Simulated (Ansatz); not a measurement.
# Ti: zone-centre modes

Level of theory: DFT r2SCAN, scalar-relativistic, plane waves, PAW (Ansatz). The runs took a 500 eV cutoff, a Γ-centred 24×24×24 mesh and Gaussian smearing (0.15 eV). No spin polarisation.

The starting cell (relaxed at this level; this fcc form isn't the usual structure):

```
Ti
1.0
     0.00000   -2.05515   -2.05515
    -2.05515    0.00000   -2.05515
     2.05515    2.05515   -4.11030
Ti
2
Cartesian
  0.0000 0.0000 -4.1103
  0.0000 0.0000 0.0000
```

Harmonic modes by finite displacements of 0.02 Å, without the LO–TO term. The cell doubles the primitive one, so its zone centre also holds the primitive cell's point q = (0, 0, 1/2).

Task: At this geometry, is the structure stable against these modes?

Result: Yes: no mode is imaginary beyond 10 cm⁻¹, and only the three translations lie near zero.

Task: List the wavenumbers in cm⁻¹.

Result: 0, 0, 0, 104, 104, 151.

Cost: 1 run of about 4.1 core-minutes, on Intel Xeon 6975P-C (Granite Rapids) (shared hosts).